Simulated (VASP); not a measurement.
# Cu (P6_3/mmc) in VASP: notebook, part 2 of 2

VASP 6.6.1. The steps go on from the part before.

## (3) Single point, PBE (strained and moved within a subgroup)

INCAR reads:

```
SYSTEM = Cu
PREC = Accurate
ENCUT = 520
EDIFF = 1E-7
ISMEAR = 0
SIGMA = 0.1
LREAL = .False.
LASPH = .True.
NELM = 100
ALGO = Fast
ISIF = 2
LWAVE = .False.
LCHARG = .False.
GGA = PE
NBANDS = 30
```

KPOINTS reads:

```
Automatic mesh
0
Gamma
  18 18 6
  0 0 0
```

POSCAR reads:

```
Cu
1.0
    2.5946405107      0.0000000000      0.0000000000
   -1.2973202554      2.2470245960      0.0000000000
    0.0000000000      0.0000000000      7.7267799354
Cu
4
Direct
    0.0000000000      0.0000000000     -0.0302596945
    0.3333333300      0.6666666700      0.2802596945
    0.0000000000      0.0000000000      0.4697403055
    0.6666666700      0.3333333300      0.7802596945
```

Potentials or basis: VASP PAW PBE potentials, release 64 (Cu).

On the command line:

```
cat potpaw_PBE.64/Cu/POTCAR > POTCAR
mpirun -np 1 vasp_std > vasp.out
```

OUTCAR:

```text
SYSTEM = Cu
   PREC = Accurate
   ENCUT = 520
   EDIFF = 1E-7
   ISMEAR = 0
   LREAL = .False.
   LASPH = .True.
   NELM = 100
   ISIF = 2
   GGA = PE

 ion  position               nearest neighbor table
   1  0.000  0.000  0.970-   4 2.09   4 2.09   4 2.09
   2  0.333  0.667  0.280-   3 2.09   3 2.09   3 2.09
   3  0.000  0.000  0.470-   2 2.09   2 2.09   2 2.09
   4  0.667  0.333  0.780-   1 2.09   1 2.09   1 2.09

  LATTYP: Found a hexagonal cell.
 ALAT       =     2.5946405107
 C/A-ratio  =     2.9779770660

  Lattice vectors:
[... 992 lines left out ...]
  Direction    XX          YY          ZZ          XY          YZ          ZX
  --------------------------------------------------------------------------------------
  -------------------------------------------------------------------------------------
  Total       10.1865553     10.1865553     17.4182975     -0.0000000     -0.0000000      0.0000000
  in kB      362.2883486    362.2883486    619.4877495     -0.0000000     -0.0000000      0.0000000
  external PRESSURE =     448.0214822 kB  Pullay stress =       0.0000000 kB

 VOLUME and BASIS-vectors are now :
 -----------------------------------------------------------------------------
  energy-cutoff  :      520.00
  volume of cell :       45.05
      direct lattice vectors                 reciprocal lattice vectors
     2.594640511  0.000000000  0.000000000     0.385409846  0.222516478  0.000000000
    -1.297320255  2.247024596  0.000000000     0.000000000  0.445032957  0.000000000
     0.000000000  0.000000000  7.726779935     0.000000000  0.000000000  0.129420018

 POSITION                                       TOTAL-FORCE (eV/Angst)
 -----------------------------------------------------------------------------------
      0.00000      0.00000      7.49297         0.000000      0.000000      7.022108
     -0.00000      1.49802      2.16550        -0.000000     -0.000000     -7.022108
      0.00000      0.00000      3.62958        -0.000000      0.000000      7.022108
      1.29732      0.74901      6.02889        -0.000000      0.000000     -7.022108
 -----------------------------------------------------------------------------------
    total drift:                               -0.000000     -0.000000     -0.001936

  FREE ENERGIE OF THE ION-ELECTRON SYSTEM (eV)
  ---------------------------------------------------
  free  energy   TOTEN  =       -11.7082023485 eV

  energy  without entropy=      -11.7004782127  energy(sigma->0) =      -11.70434028
```

OSZICAR:

```text
N       E                     dE             d eps       ncg     rms          rms(c)
DAV:   1     0.346395227595E+03    0.34640E+03   -0.19126E+04  9072   0.267E+03
DAV:   2     0.188452840131E+02   -0.32755E+03   -0.31552E+03  8880   0.403E+02
DAV:   3    -0.139742059027E+02   -0.32819E+02   -0.31436E+02  9788   0.174E+02
DAV:   4    -0.148507727169E+02   -0.87657E+00   -0.87495E+00 10186   0.384E+01
DAV:   5    -0.148648732417E+02   -0.14101E-01   -0.14100E-01 11316   0.478E+00    0.143E+01
RMM:   6    -0.125488800676E+02    0.23160E+01   -0.21166E+01  9825   0.693E+01    0.584E+00
RMM:   7    -0.117647617371E+02    0.78412E+00   -0.37727E+00  9688   0.315E+01    0.217E+00
RMM:   8    -0.117078367827E+02    0.56925E-01   -0.38034E-01 10684   0.426E+00    0.380E-01
RMM:   9    -0.117106186857E+02   -0.27819E-02   -0.76610E-02 10596   0.310E+00    0.223E-01
RMM:  10    -0.117101862582E+02    0.43243E-03   -0.24667E-02 12119   0.144E+00    0.285E-01
RMM:  11    -0.117084177516E+02    0.17685E-02   -0.25961E-03 10877   0.505E-01    0.820E-02
RMM:  12    -0.117081729461E+02    0.24481E-03   -0.11972E-03 10415   0.403E-01    0.248E-02
RMM:  13    -0.117081905643E+02   -0.17618E-04   -0.43950E-04 11046   0.199E-01    0.136E-02
RMM:  14    -0.117082017436E+02   -0.11179E-04   -0.13443E-04 12895   0.890E-02    0.671E-03
RMM:  15    -0.117082045337E+02   -0.27901E-05   -0.13938E-05 10532   0.408E-02    0.116E-02
RMM:  16    -0.117082022898E+02    0.22438E-05   -0.10766E-05 10243   0.454E-02    0.135E-03
RMM:  17    -0.117082022756E+02    0.14255E-07   -0.19829E-06 10212   0.106E-02    0.791E-04
RMM:  18    -0.117082023485E+02   -0.72897E-07   -0.26718E-07  6992   0.624E-03
   1 F= -.11708202E+02 E0= -.11704340E+02  d E =-.772414E-02
```

Run time: 3.6 min. Hardware: 1 thread of Intel Xeon Platinum 8488C (Sapphire Rapids), shared host; peak memory 0.25 GiB.

Results:

```
Free energy            : -11.7082 eV
Pressure               : 44.8 GPa
Largest force          : 7.022 eV/Å
Band gap on the k mesh : none (metal or under the smearing width)
```

Forces in eV/Å, atoms in the order of the input:
```
Cu   0.000  0.000  7.022
Cu   0.000  0.000 -7.022
Cu   0.000  0.000  7.022
Cu   0.000  0.000 -7.022
```

Stress tensor (GPa, compression positive):
```
36.23  0.00  0.00
 0.00 36.23  0.00
 0.00  0.00 61.95
```

Levels at points of the mesh, in eV from the Fermi level:
```csv
k point,band 18,band 19,band 20,band 21,band 22,band 23,band 24,band 25,band 26,band 27
"(0.00, 0.00, 0.00)",-2.24,-2.24,-1.64,-1.64,-1.48,-1.48,0.75,4.42,12.79,17.66
"(0.50, 0.00, 0.00)",-2.07,-1.63,-1.38,-0.87,0.09,0.86,1.33,4.37,4.52,8.90
"(0.00, 0.00, 0.50)",-2.28,-1.56,-1.56,-1.56,-1.56,-1.50,-1.50,8.34,8.34,20.29
"(0.50, 0.00, 0.50)",-2.14,-1.52,-1.52,-0.38,-0.38,1.18,1.18,5.06,5.06,7.36
```

Caveat: so large a pressure means that the cell lies far from this level's equilibrium, or that cutoff or potentials fall short; forces of over 1 eV/Å show positions far from the minimum, so gaps and moduli don't describe the material at rest.

## (4) Single point, PBE (Cu replaced by Au, lengths x 1.018, strained and moved within the space group)

INCAR reads:

```
  PREC = Accurate
  ENCUT = 520
  EDIFF = 1E-7
  ISMEAR = 0
  SIGMA = 0.1
  LREAL = False
  LASPH = True
  NELM = 100
  ALGO = Fast
  ISIF = 2
  LWAVE = False
  LCHARG = True
  GGA = PE
  LELF = True
  LVHAR = True
  NBANDS = 30
```

KPOINTS reads:

```
regular mesh
0
Gamma
  9 9 2
```

POSCAR reads:

```
Au
1.0
    2.5035974252      0.0000000000      0.0000000000
   -1.2517987127      2.1681789711      0.0000000000
    0.0000000000      0.0000000000      8.1731282505
Au
4
Direct
    0.0000000000      0.0000000000      0.0000000000
    0.3333333300      0.6666666700      0.2500000000
    0.0000000000      0.0000000000      0.5000000000
    0.6666666700      0.3333333300      0.7500000000
```

Potentials or basis: VASP PAW PBE potentials, release 64 (Au).

On the command line:

```
cat potpaw_PBE.64/Au/POTCAR > POTCAR
mpirun -np 1 vasp_std > vasp.out
```

Wall time 17 s (1 thread of Intel Xeon 6975P-C (Granite Rapids), shared host); peak memory 0.17 GiB.

It converged, with:

| Property | Result |
| --- | --- |
| Free energy | 0.6140 eV |
| Pressure | 264.3 GPa |
| Band gap on the k mesh | none (metal or under the smearing width) |

Stress tensor (GPa, compression positive):
```
263.39   0.00   0.00
  0.00 263.39   0.00
  0.00   0.00 266.19
```

Levels at points of the mesh, in eV from the Fermi level:
```csv
k point,band 20,band 21,band 22,band 23,band 24,band 25
"(0.00, 0.00, 0.00)",-3.90,-3.90,-3.34,-2.65,-2.65,6.00
"(0.00, 0.00, 0.50)",-5.15,-3.23,-3.23,-3.23,-3.23,9.23
```

Caveat: the k mesh is coarse (spacing up to 0.38 Å⁻¹), so the values aren't converged; the cell as given lies far from equilibrium; so large a pressure means that the cell lies far from this level's equilibrium, or that cutoff or potentials fall short. Spin-orbit coupling is left out, which matters for the levels of Au.

## (5) Single point, PBE (strained and moved within the space group)

INCAR reads:

```
PREC = Accurate ; ENCUT = 520
EDIFF = 1E-6 ; ISMEAR = 0
SIGMA = 0.1 ; LREAL = False
LASPH = True ; NELM = 100
ALGO = Fast ; ISIF = 2
LWAVE = False ; LCHARG = False
GGA = PE ; NBANDS = 30
```

KPOINTS reads:

```
regular mesh
0
Gamma
  18 18 6
```

POSCAR reads:

```
Cu
1.0
    2.4660017753      0.0000000000      0.0000000000
   -1.2330008877      2.1356201831      0.0000000000
    0.0000000000      0.0000000000      7.8025407797
Cu
4
Direct
    0.0000000000      0.0000000000      0.0000000000
    0.3333333300      0.6666666700      0.2500000000
    0.0000000000      0.0000000000      0.5000000000
    0.6666666700      0.3333333300      0.7500000000
```

Potentials or basis: VASP PAW PBE potentials, release 64 (Cu).

On the command line:

```
cat potpaw_PBE.64/Cu/POTCAR > POTCAR
mpirun -np 1 vasp_std > vasp.out
```

OUTCAR:

```text
PREC = Accurate
   ENCUT = 520
   EDIFF = 1E-6
   ISMEAR = 0
   LREAL = False
   LASPH = True
   NELM = 100
   ISIF = 2
   GGA = PE

 ion  position               nearest neighbor table
   1  0.000  0.000  0.000-   2 2.41   4 2.41   2 2.41   4 2.41   4 2.41   2 2.41
   2  0.333  0.667  0.250-   1 2.41   3 2.41   1 2.41   3 2.41   1 2.41   3 2.41
   3  0.000  0.000  0.500-   2 2.41   4 2.41   2 2.41   4 2.41   4 2.41   2 2.41
   4  0.667  0.333  0.750-   1 2.41   3 2.41   1 2.41   3 2.41   1 2.41   3 2.41

  LATTYP: Found a hexagonal cell.
 ALAT       =     2.4660017753
 C/A-ratio  =     3.1640450781

  Lattice vectors:

 A1 = (   2.4660017753,   0.0000000000,   0.0000000000)
 A2 = (  -1.2330008877,   2.1356201831,   0.0000000000)
 A3 = (   0.0000000000,   0.0000000000,   7.8025407797)

Analysis of symmetry for initial positions (statically):
=====================================================================
 Subroutine PRICEL returns:
 Original cell was already a primitive cell.

 Routine SETGRP: Setting up the symmetry group for a
 hexagonal supercell.

 Subroutine GETGRP returns: Found 24 space group operations
 (whereof 12 operations were pure point group operations)
 out of a pool of 24 trial point group operations.

The static configuration has the point symmetry D_3d.
 The point group associated with its full space group is D_6h.

Analysis of symmetry for dynamics (positions and initial velocities):
=====================================================================
 Subroutine PRICEL returns:
 Original cell was already a primitive cell.

 Routine SETGRP: Setting up the symmetry group for a
 hexagonal supercell.

 Subroutine GETGRP returns: Found 24 space group operations
 (whereof 12 operations were pure point group operations)
 out of a pool of 24 trial point group operations.

[... 121 lines left out ...]
   EFERMI_NEDOS =   21; number of points for ismear=-14 and -15
   IALGO  =     68    algorithm
   IMIX   =      4    mixing-type and parameters
     AMIX     =   0.40;   BMIX     =  1.00
     AMIX_MAG =   1.60;   BMIX_MAG =  1.00
  volume/ion in A,a.u.               =      10.27        69.33
  Fermi-wavevector in a.u.,A,eV,Ry     =   1.674845  3.164998 38.165773  2.805105
  Thomas-Fermi vector in A             =   2.759569
   LORBIT       =      0    0 simple, 1 ext, 2 COOP (PROOUT), +10 PAW based schemes
   GGA     = PE    functional components
   LHFCALC =     F    Hartree Fock is set to
   AEXX    =    0.0000 exact exchange contribution
   IVDW    =     0    specifies the selected vdW correction
   LEPSILON=     F    determine dielectric tensor
   LRPA    =     F    only Hartree local field effects (RPA)
 non-spin polarized calculation
 RMM-DIIS sequential band-by-band and
 Gauss-broadening in eV      SIGMA  =   0.10
  energy-cutoff  :      520.00
  volume of cell :       41.09
 maximum number of plane-waves:      1128
   NGX =  9   NGY =  9   NGZ = 29

 number of electron      43.9999960 magnetization

 Free energy of the ion-electron system (eV)
  ---------------------------------------------------
  ext. energy  EPLUGINS =         0.00000000
  ---------------------------------------------------
  free energy    TOTEN  =       -14.27455632 eV

  energy without entropy =      -14.26807009  energy(sigma->0) =      -14.27131321

 E-fermi :   9.4385     XC(G=0): -13.5558

 val. band max:        9.4321880431   @ k =   0.3889   0.1111   0.3333
 cond. band min:       9.4631240286   @ k =   0.2778   0.1667   0.0000
 fundamental gap:      0.0309359854
 Fermi energy:         9.4385231032

 k-point     1 :       0.0000    0.0000    0.0000
  band No.  band energies     occupation
      1      -1.0186      2.00000
      2       1.4033      2.00000
      3       1.4092      2.00000
      4       3.5722      2.00000
      5       5.7107      2.00000
      6       5.7258      2.00000
[... 781 lines left out ...]
     29      20.5997      0.00000
     30      21.9474      0.00000

 [... further k-points ...]

------------------------ aborting loop because EDIFF is reached ----------------------------------------

  FORCE on cell =-STRESS in cart. coord.  units (eV):
  Direction    XX          YY          ZZ          XY          YZ          ZX
  --------------------------------------------------------------------------------------
  -------------------------------------------------------------------------------------
  Total        7.4626083      7.4626083      9.7984174     -0.0000000     -0.0000000     -0.0000000
  in kB      290.9697095    290.9697095    382.0437235     -0.0000000     -0.0000000     -0.0000000
  external PRESSURE =     321.3277142 kB  Pullay stress =       0.0000000 kB

 VOLUME and BASIS-vectors are now :
 -----------------------------------------------------------------------------
  energy-cutoff  :      520.00
  volume of cell :       41.09
      direct lattice vectors                 reciprocal lattice vectors
     2.466001775  0.000000000  0.000000000     0.405514712  0.234124028  0.000000000
    -1.233000888  2.135620183  0.000000000     0.000000000  0.468248056  0.000000000
     0.000000000  0.000000000  7.802540780     0.000000000  0.000000000  0.128163380

 POSITION                                       TOTAL-FORCE (eV/Angst)
 -----------------------------------------------------------------------------------
      0.00000      0.00000      0.00000         0.000000      0.000000      0.000000
     -0.00000      1.42375      1.95064        -0.000000      0.000000     -0.000000
      0.00000      0.00000      3.90127         0.000000      0.000000      0.000000
      1.23300      0.71187      5.85191         0.000000     -0.000000     -0.000000
 -----------------------------------------------------------------------------------
    total drift:                                0.000000      0.000000      0.000000

  FREE ENERGIE OF THE ION-ELECTRON SYSTEM (eV)
  ---------------------------------------------------
  free  energy   TOTEN  =       -14.2745563244 eV

  energy  without entropy=      -14.2680700916  energy(sigma->0) =      -14.27131321
```

OSZICAR:

```text
N       E                     dE             d eps       ncg     rms          rms(c)
DAV:   1     0.334131555886E+03    0.33413E+03   -0.19952E+04  9664   0.276E+03
DAV:   2     0.135755110445E+02   -0.32056E+03   -0.30818E+03  8880   0.399E+02
DAV:   3    -0.172411580261E+02   -0.30817E+02   -0.29407E+02  9760   0.169E+02
DAV:   4    -0.180432140999E+02   -0.80206E+00   -0.80038E+00 10090   0.369E+01
DAV:   5    -0.180557363198E+02   -0.12522E-01   -0.12521E-01 11278   0.456E+00    0.156E+01
RMM:   6    -0.151933415414E+02    0.28624E+01   -0.25050E+01  9832   0.757E+01    0.666E+00
RMM:   7    -0.143291585022E+02    0.86418E+00   -0.42174E+00  9748   0.331E+01    0.206E+00
RMM:   8    -0.142729560224E+02    0.56202E-01   -0.23691E-01 10546   0.345E+00    0.405E-01
RMM:   9    -0.142739874814E+02   -0.10315E-02   -0.53891E-02 10491   0.307E+00    0.156E-01
RMM:  10    -0.142742098936E+02   -0.22241E-03   -0.15168E-02 10668   0.138E+00    0.917E-02
RMM:  11    -0.142746515856E+02   -0.44169E-03   -0.33956E-03 10847   0.693E-01    0.150E-01
RMM:  12    -0.142744891714E+02    0.16241E-03   -0.16027E-03 10437   0.432E-01    0.736E-03
RMM:  13    -0.142745436927E+02   -0.54521E-04   -0.52165E-04 11550   0.187E-01    0.826E-03
RMM:  14    -0.142745519396E+02   -0.82470E-05   -0.78477E-05  9888   0.754E-02    0.846E-03
RMM:  15    -0.142745555464E+02   -0.36068E-05   -0.32721E-05 10091   0.556E-02    0.501E-03
RMM:  16    -0.142745566482E+02   -0.11018E-05   -0.51238E-06  6738   0.181E-02    0.364E-03
RMM:  17    -0.142745563244E+02    0.32385E-06   -0.11529E-06  5400   0.160E-02
   1 F= -.14274556E+02 E0= -.14271313E+02  d E =-.648623E-02
```

It took 85 s on 1 thread of Intel Xeon 6975P-C (Granite Rapids), shared host; peak memory 0.24 GiB.

What came out:

```yaml
Free_energy: -14.2746 eV
Pressure: 32.1 GPa
Band_gap_on_the_k_mesh: none (metal or under the smearing width)
```

Stress tensor (GPa, compression positive):
```
29.10  0.00  0.00
 0.00 29.10  0.00
 0.00  0.00 38.20
```

Caveat: so large a pressure means that the cell lies far from this level's equilibrium, or that cutoff or potentials fall short.

## (6) Single point, PBE (Cu replaced by Au, lengths x 1.018, strained and moved within the space group)

INCAR reads:

```
PREC = Accurate
ENCUT = 520
EDIFF = 1E-7
ISMEAR = 0
SIGMA = 0.1
LREAL = False
LASPH = True
NELM = 100
ALGO = Fast
ISIF = 2
LWAVE = False
LCHARG = False
GGA = PE
NBANDS = 30
```

KPOINTS reads:

```
Automatic mesh
0
Gamma
  21 21 6
```

POSCAR reads:

```
Au
1.0
    2.5035974252      0.0000000000      0.0000000000
   -1.2517987127      2.1681789711      0.0000000000
    0.0000000000      0.0000000000      8.1731282505
Au
4
Direct
    0.0000000000      0.0000000000      0.0000000000
    0.3333333300      0.6666666700      0.2500000000
    0.0000000000      0.0000000000      0.5000000000
    0.6666666700      0.3333333300      0.7500000000
```

Potentials or basis: VASP PAW PBE potentials, release 64 (Au).

On the command line:

```
cat potpaw_PBE.64/Au/POTCAR > POTCAR
mpirun -np 1 vasp_std > vasp.out
```

Wall time 1.8 min (1 thread of Intel Xeon 6975P-C (Granite Rapids), shared host); peak memory 0.3 GiB.

The run converged. Its results:

- Free energy: 0.6501 eV
- Pressure: 264.4 GPa
- Band gap on the k mesh: none (metal or under the smearing width)

Stress tensor (GPa, compression positive):
```
262.66   0.00   0.00
  0.00 262.66   0.00
  0.00   0.00 268.01
```

Levels at points of the mesh, in eV from the Fermi level:
```tsv
k point	band 20	band 21	band 22	band 23	band 24	band 25
(0.00, 0.00, 0.00)	-4.05	-4.05	-3.50	-2.81	-2.81	5.84
(0.00, 0.00, 0.50)	-5.31	-3.39	-3.39	-3.39	-3.39	9.07
```

Caveat: the cell as given lies far from equilibrium; so large a pressure means that the cell lies far from this level's equilibrium, or that cutoff or potentials fall short.

## (7) Overview

```tsv
level	potentials or basis	cell	k mesh	mesh quality	gap on the mesh (eV)	pressure (GPa)
r2SCAN	VASP PAW PBE potentials, release 64 (Cu)	functional r2SCAN, strained and moved within the space group	18 × 18 × 6	not flagged	none	-4.2
PBE	VASP PAW PBE potentials, release 64 (Cu)	strained and moved within a subgroup	18 × 18 × 6	not flagged	none	44.8
PBE	VASP PAW PBE potentials, release 64 (Au)	Cu replaced by Au, lengths x 1.018, strained and moved within the space group	9 × 9 × 2	coarse	none	264.3
PBE	VASP PAW PBE potentials, release 64 (Cu)	strained and moved within the space group	18 × 18 × 6	not flagged	none	32.1
PBE	VASP PAW PBE potentials, release 64 (Au)	Cu replaced by Au, lengths x 1.018, strained and moved within the space group	21 × 21 × 6	not flagged	none	264.4
```

Alike in all rows: task single point; no spin polarisation; cutoff (eV) 520; smearing gaussian 0.1 eV.

Caveats: some runs use coarse meshes; so large a pressure means that the cell lies far from this level's equilibrium, or that cutoff or potentials fall short (some runs); the cell as given lies far from equilibrium (some runs); the PAW data sets were made with another functional, which shifts forces and pressure a little (some runs); forces of over 1 eV/Å show positions far from the minimum, so gaps and moduli don't describe the material at rest (some runs).

Total energies depend on the potentials used, so only differences within one code and one set of settings carry meaning.
